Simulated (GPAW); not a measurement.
**CdS: single point with TB-mBJ**

The system is CdS.

```
Cd S
1.0
     4.26117    0.00000    0.00000
    -2.13058    3.69028    0.00000
     0.00000    0.00000    5.80417
Cd S
1 1
Cartesian
  0.0000 0.0000 2.5695
  2.1306 1.2301 2.5208
```

Measurements of this composition are mostly on another form, of space group No. 186.

```yaml
Program: GPAW 26.7.0
Task: single point
Functional: TB-mBJ
Potentials_or_basis: GPAW PAW data sets for LDA (gpaw-data 1.2.1)
Cutoff: 600 eV
Basis: pw
k_mesh: 6 × 6 × 4
Occupations: fermi-dirac, width 0.05 eV
Spin: no spin polarisation
```

```json
{
  "Band gap on the k mesh": "3.16 eV, direct"
}
```

Levels at points of the mesh, in eV from the valence-band top:
| k point | band 6 | band 7 | band 8 | band 9 | band 10 | band 11 | band 12 | band 13 |
| --- | --- | --- | --- | --- | --- | --- | --- | --- |
| (0.00, 0.00, 0.00) | -6.91 | -1.00 | 0.00 | 0.00 | 3.16 | 7.74 | 7.76 | 7.76 |
| (0.00, 0.00, 0.50) | -6.91 | -1.09 | 0.00 | 0.00 | 3.32 | 7.27 | 7.79 | 7.79 |
| (0.50, 0.50, 0.00) | -6.66 | -3.05 | -1.19 | -0.31 | 4.99 | 6.57 | 8.74 | 9.16 |
| (0.50, 0.50, 0.50) | -6.66 | -3.04 | -1.18 | -0.37 | 5.07 | 6.03 | 9.34 | 10.16 |

Wall time 2.6 min on 1 thread of Arm Neoverse V2, with other jobs on the host, peak memory 0.31 GiB.

Caveat: a model potential gives levels but no total energy. A k mesh can miss the band edges.
